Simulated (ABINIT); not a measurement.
A calculation with ABINIT 10.8.3 (patched build) of PbO (Litharge) (ASE script, structure typed inline):

File run.py:

```python
import json, os
import numpy as np
from ase.units import GPa
from ase.calculators.abinit import Abinit, AbinitProfile
from ase import Atoms

atoms = Atoms(['Pb', 'Pb', 'O', 'O'],
              cell=[[3.99, 0.0, 0.0], [0.0, 3.99, 0.0], [0.0, 0.0, 5.01]],
              scaled_positions=[[0.5, 0.0, 0.76], [0.0, 0.5, 0.24], [0.5, 0.5, 0.0], [0.0, 0.0, 0.0]],
              pbc=True)

profile = AbinitProfile(command='abinit', pp_paths=[os.path.abspath('pseudos')])
params = dict(
    pps='pawxml', xc='PBE',
    ecut=625.8619,
    pawecutdg=1224.5124,
    kptopt=1,
    ngkpt=[7, 7, 6],
    nshiftk=1,
    shiftk=[0.0, 0.0, 0.0],
    ixc=11,
    nband=24,
    occopt=3,
    tsmear=0.05,
    nstep=100,
    tolvrs=1e-09,
    prtwf=0,
    prtden=0,
)

atoms.calc = Abinit(profile=profile, directory='run', **params)
energy = atoms.get_potential_energy()
forces = atoms.get_forces()
stress = atoms.get_stress()
print(f'energy {energy:.6f} eV')
print('forces (eV/A)')
print(np.round(forces, 5))
print('stress (GPa, Voigt, tension positive)', np.round(stress / GPa, 4))
json.dump(dict(energy=energy, forces=forces.tolist(), stress=stress.tolist(), cell=atoms.cell.tolist(), frac=atoms.get_scaled_positions(wrap=False).tolist()), open('results.json', 'w'))
```

Potentials or basis: JTH PAW PBE v2.0.

The run is started by

```sh
$ python run.py
```

Q: Write the same calculation in another form: native input, structure typed inline.

A: As run:

File run.abi:

```
pp_dirpath "./"
pseudos "Pb.GGA_PBE-JTH.xml, O.GGA_PBE-JTH.xml"

acell 7.5400072373 7.5400072373 9.4675278844
rprim
     1.0000000000     0.0000000000     0.0000000000
     0.0000000000     1.0000000000     0.0000000000
     0.0000000000     0.0000000000     1.0000000000
ntypat 2
znucl 82 8
natom 4
typat 1 1 2 2
xred
     0.5000000000     0.0000000000     0.7600000000
     0.0000000000     0.5000000000     0.2400000000
     0.5000000000     0.5000000000     0.0000000000
     0.0000000000     0.0000000000     0.0000000000

ecut 23.0
pawecutdg 45.0

kptopt 1
ngkpt 7 7 6
nshiftk 1
shiftk 0.0 0.0 0.0

ixc 11

nband 24
occopt 3
tsmear 0.05 eV

nstep 100
tolvrs 1.0e-9

iomode 3
prtwf 0
prtden 0
prteig 0
prtebands 0
```

Potentials or basis: JTH PAW PBE v2.0.

Command:

```sh
$ abinit run.abi > log 2>&1
```

Both were run:

|  | ASE script, structure typed inline | native input, structure typed inline |
| --- | --- | --- |
| Pressure | 2.9 GPa | 2.9 GPa |
| Largest force | 0.017 eV/Å | 0.017 eV/Å |
| Band gap on the k mesh | 1.42 eV, indirect (least direct gap 2.37 eV) | 1.42 eV, indirect (least direct gap 2.37 eV) |
| Valence electrons inside the program's atomic spheres | Pb 11.34; O 4.48 | Pb 11.34; O 4.48 |

Keys that steer only the numerical path or the files written may differ.

Caveat: spin-orbit coupling is left out, which as a rule narrows the gap of such compounds by several tenths of an eV; an odd mesh through Γ misses points on the zone boundary, where band edges often lie.
